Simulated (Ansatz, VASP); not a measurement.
# C in VASP and in Ansatz

Contents of INCAR:

```
ALGO = Normal
EDIFF = 1E-7
ENCUT = 520
GGA = PE
ISIF = 2
ISMEAR = -1
LASPH = True
LCHARG = False
LREAL = False
LWAVE = False
NBANDS = 11
NELM = 100
PREC = Accurate
SIGMA = 0.05
```

Contents of KPOINTS:

```
k-points
0
Gamma
  13 13 8
```

POSCAR

```
C
1.0
    2.0985692110     -1.2116819937      0.0000000000
    2.0985692110      1.2116819937      0.0000000000
   -1.3604312700      0.0000000000      3.4554887337
C
2
Direct
    0.1666444700      0.1666444700      0.9999069600
    0.8333555300      0.8333555300      0.0000930400
```

Contents of input.yaml:

```yaml
crystal:
  lattice:
    - [2.098569211, -1.2116819937, 0.0]
    - [2.098569211, 1.2116819937, 0.0]
    - [-1.36043127, 0.0, 3.4554887337]
  atoms:
    - { symbol: C, position: [0.16664447, 0.16664447, 0.99990696] }
    - { symbol: C, position: [0.83335553, 0.83335553, 9.304e-05] }
hamiltonian:
  xc: pbe
  pseudopotentials: { kind: paw }
kpoints:
  mp_grid: { grid: [13, 13, 8] }
scf:
  occupations: { method: fermi_dirac, width: 0.05 }
output:
  forces: true
  stress: true
  eigenvalues: true
```

Change from the starting cell: volume scaled by 0.96.

Alike in both runs: task single point; functional PBE; k mesh 13 × 13 × 8; occupations fermi-dirac, width 0.05 eV; no spin polarisation.

|  | VASP | Ansatz |
| --- | --- | --- |
| version | VASP 6.6.1 | Ansatz 0.2.0 |
| potentials or method | VASP PAW PBE potentials, release 64 (C) | Ansatz PAW |
| plane-wave cutoff (eV) | 520 | 420 |
| valence electrons in the cell | 8 | 8 |

VASP gave:

```
gap on the k mesh at the Fermi level (eV)       : 0.94
least direct gap on the mesh (eV)               : 0.95
pressure (GPa)                                  : 16.4
largest component of the traceless stress (GPa) : 13.87
```

Question: Which values does Ansatz return?

Answer: gap on the k mesh at the Fermi level (eV): 0.94; least direct gap on the mesh (eV): 0.96; pressure (GPa): 15.9; largest component of the traceless stress (GPa): 13.32.

Caveats: this functional lacks dispersion, which binds the layers, so the pressure and a relaxed spacing across them are unreliable; an odd mesh through Γ misses points on the zone boundary, where band edges often lie (VASP); odd divisions of the mesh miss points on the zone boundary, where band edges often lie, so the gap on the mesh can be too wide (Ansatz); the pressure holds a Pulay correction of +0.5 GPa for the finite cutoff (Ansatz).
